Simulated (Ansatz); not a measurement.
VH2: computed properties

Theory: DFT r2SCAN, scalar-relativistic, plane waves, PAW (Ansatz 0.2.0).

Cutoff 500 eV; k points 16×16×16 on the computed 3-atom cell (Γ-centred); Gaussian smearing, width 0.10 eV; no spin polarisation.

The structure is relaxed at this level of theory with its symmetry kept. Whether it is the stable form of this composition wasn't checked.

```cif
data_structure
_symmetry_space_group_name_H-M 'Fm-3m'
_symmetry_Int_Tables_number 225
_cell_length_a 4.1875
_cell_length_b 4.1875
_cell_length_c 4.1875
_cell_angle_alpha 90.000
_cell_angle_beta 90.000
_cell_angle_gamma 90.000
_cell_volume 73.43
loop_
_atom_site_label
_atom_site_type_symbol
_atom_site_symmetry_multiplicity
_atom_site_Wyckoff_symbol
_atom_site_fract_x
_atom_site_fract_y
_atom_site_fract_z
_atom_site_occupancy
V1 V 4 a 0.00000 0.00000 0.00000 1
H1 H 8 c 0.25000 0.75000 0.75000 1
```

| Property | Result |
| --- | --- |
| Space group | Fm-3m (No. 225) |
| Volume per atom | 6.12 Å³ |
| Formation energy from the elements' standard states (uncorrected) | -0.236 eV/atom |
| Generalised Kohn–Sham band gap | none (metal) |
| Density of states at the Fermi level | 1.31 states/eV per cell |
| Löwdin character within 0.5 eV of the Fermi level | V 3d 98 % |
| Bulk modulus | 185 GPa |
| Its pressure derivative | 4.0 |
| Bader charges (e) | V (1 in the cell) 1.28, H (2 in the cell) -0.64 |

A ferromagnetic start lost its moments in a first run, so spin was left out; other magnetic orders weren't tried.